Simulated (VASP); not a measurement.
# BN: relaxation of cell and atoms with PBE

The system is BN.

```xyz
4
Lattice="2.5123 0.0000 0.0000 -1.2561 2.1757 0.0000 0.0000 0.0000 7.6381" Properties=species:S:1:pos:R:3 pbc="T T T"
B     0.0000    1.4505    1.9095
B     1.2561    0.7252    5.7286
N     0.0000    1.4505    5.7286
N     1.2561    0.7252    1.9095
```

| Quantity | Value |
| --- | --- |
| Program | VASP 6.6.1 |
| Task | relaxation of cell and atoms |
| Functional | PBE |
| Potentials or basis | VASP PAW PBE potentials, release 64 (B, N) |
| Cutoff | 600 eV |
| k mesh | 12 × 12 × 4 |
| Occupations | gaussian, width 0.03 eV |
| Spin | no spin polarisation |
| Further INCAR settings | ALGO = Normal; EDIFF = 1e-07; IBRION = 2; EDIFFG = -0.005; NSW = 90; ISIF = 3 |

The relaxed volume is 10.92 Å³/atom. The relaxed cell is a = 2.512 Å, b = 2.512 Å, c = 7.991 Å, α = 90.00°, β = 90.00°, γ = 120.00°. The space group after relaxing (to 0.05 Å) is P6_3/mmc (No. 194) and the energy gained by relaxing is 0.3 meV/atom. The ionic steps are 15. The pressure after relaxing is 0.0 GPa. The band gap on the k mesh is 4.50 eV, indirect (least direct gap 4.65 eV).

The path:
```tsv
step	energy change (eV)	largest force (eV/Å)	pressure (GPa)	volume (Å³)
1	0.0000	0.0000	0.02	41.75
2	0.0000	0.0000	0.15	41.76
3	0.0000	0.0000	0.21	41.76
4	0.0000	0.0000	0.21	41.77
5	-0.0001	0.0000	0.19	41.80
6	-0.0001	0.0000	0.15	41.86
7	-0.0003	0.0000	0.07	41.98
8	-0.0005	0.0000	-0.08	42.23
9	-0.0007	0.0000	-0.38	42.71
10	-0.0007	0.0000	-0.50	42.90
11	-0.0007	0.0000	-0.49	42.91
12	-0.0008	0.0000	-0.45	42.96
13	-0.0008	0.0000	-0.38	43.06
14	-0.0010	0.0000	-0.24	43.27
15	-0.0011	0.0000	0.04	43.67
```

Final structure:
```
B N
1.0
     2.51199    0.00000    0.00000
    -1.25600    2.17545    0.00000
     0.00000    0.00000    7.99094
B N
2 2
Direct
  0.33333 0.66667 0.25000
  0.66667 0.33333 0.75000
  0.33333 0.66667 0.75000
  0.66667 0.33333 0.25000
```

Levels at points of the mesh, in eV from the valence-band top:
```csv
k point,band 5,band 6,band 7,band 8,band 9,band 10,band 11,band 12
"(0.00, 0.00, 0.00)",-1.35,-1.35,-1.34,-1.34,4.50,8.19,10.56,11.50
"(0.50, 0.00, 0.00)",-4.12,-4.11,-1.06,-0.74,4.53,5.08,9.41,9.88
"(0.00, 0.00, 0.50)",-1.35,-1.35,-1.35,-1.35,5.95,5.95,11.52,11.52
"(0.50, 0.00, 0.50)",-4.12,-4.12,-0.90,-0.90,4.76,4.76,9.71,9.71
```

It took 100 s on 1 thread of Intel(R) Xeon(R) 6975P-C (Granite Rapids) (shared host), peak memory 0.18 GiB.

Caveat: this functional lacks dispersion, which binds the layers, so the pressure and a relaxed spacing across them are unreliable. PBE usually gives volumes a little too large and moduli too small.
